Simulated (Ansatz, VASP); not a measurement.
GaN in VASP and in Ansatz

```
Ga N
1.0
     3.18000    0.00000    0.00000
    -1.59000    2.75396    0.00000
     0.00000    0.00000    5.16600
Ga N
2 2
Direct
  0.33333 0.66667 0.00000
  0.66667 0.33333 0.50000
  0.33333 0.66667 0.37500
  0.66667 0.33333 0.87500
```

Alike in both runs: task single point; functional PBE; k mesh 4 × 4 × 2; no spin polarisation.

```csv
,VASP,Ansatz
version,VASP 6.6.1,Ansatz 0.2.0
potentials or method,"VASP PAW PBE potentials, release 64 (Ga_d, N)","plane waves, PAW"
plane-wave cutoff (eV),520,420
occupations,"gaussian, width 0.01 eV",fixed
valence electrons in the cell,36,36
```

```csv
,VASP,Ansatz,Ansatz less VASP
pressure (GPa),7.3,7.2,-0.09
largest component of the traceless stress (GPa),1.14,1.13,-0.008
```

Ansatz warned: «stress_scf_threshold_loose».

Caveats: the k mesh is coarse (spacing up to 0.61 Å⁻¹), so the values aren't converged.
